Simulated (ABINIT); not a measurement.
Set up this calculation in ABINIT 10.8.3 (patched build), as the native input.

* Task: band structure
* Functional: PBE
* Potentials or basis: Ansatz NC PBE
* Cutoff: 1088 eV
* k mesh: 10 × 10 × 8
* Occupations: fermi-dirac, width 0.05 eV
* Spin: no spin polarisation

MoP:

```xyz
2
Lattice="3.2230 0.0000 0.0000 -1.6115 2.7912 0.0000 0.0000 0.0000 3.1910" Properties=species:S:1:pos:R:3 pbc="T T T"
Mo    0.0000    0.0000    0.0000
P     0.0000    1.8608    1.5955
```

The input as run:

run.abi

```
# Datasets: ground state, then fixed potential
ndtset 2

# Pseudopotentials
pp_dirpath "./"
pseudos "Mo.upf, P.upf"

# Structure
acell 6.0905872997 6.0905872997 6.0301160637
rprim
     1.0000000000     0.0000000000     0.0000000000
    -0.5000000000     0.8660254038     0.0000000000
     0.0000000000     0.0000000000     1.0000000000
ntypat 2
znucl 42 15
natom 2
typat 1 2
xcart
     0.0000000000     0.0000000000     0.0000000000
    -0.0000000003     3.5164022172     3.0150580318

# Plane-wave basis
ecut 40.0

# Exchange and correlation
ixc 11

# Bands and occupations
occopt 3
tsmear 0.00183747

# SCF cycle
nstep 100

# Output
iomode 3
prtwf 0
prteig 0
prtebands 0
enunit 1
prtden1 1

# Dataset 1
kptopt1 1
ngkpt1 10 10 8
nshiftk1 1
shiftk1 0.0 0.0 0.0
nband1 14
tolvrs1 1.0e-10

# Dataset 2: bands along G-M-K-G-A-L-H-A
iscf2 -2
getden2 1
nband2 20
nbdbuf2 4
tolwfr2 1.0e-11
kptopt2 -7
ndivsm2 8
prteig2 1
prtvol2 -3
kptbounds2
     0.0000000000     0.0000000000     0.0000000000
     0.5000000000     0.0000000000     0.0000000000
     0.3333333333     0.3333333333     0.0000000000
     0.0000000000     0.0000000000     0.0000000000
     0.0000000000     0.0000000000     0.5000000000
     0.5000000000     0.0000000000     0.5000000000
     0.3333333333     0.3333333333     0.5000000000
     0.0000000000     0.0000000000     0.5000000000
```

Potentials or basis: Ansatz NC PBE.

Run with:

```bash
$ abinit run.abi > log 2>&1
```

Results of the run:

| Quantity | Value |
| --- | --- |
| Pressure | 2.6 GPa |
| Band gap on the k mesh | none (metal or under the smearing width) |
| Valence electrons inside the program's atomic spheres | Mo 10.60; P 2.91 |

It took 3.6 min on 1 thread of Arm Neoverse N1 (shared host), peak memory 0.13 GiB.
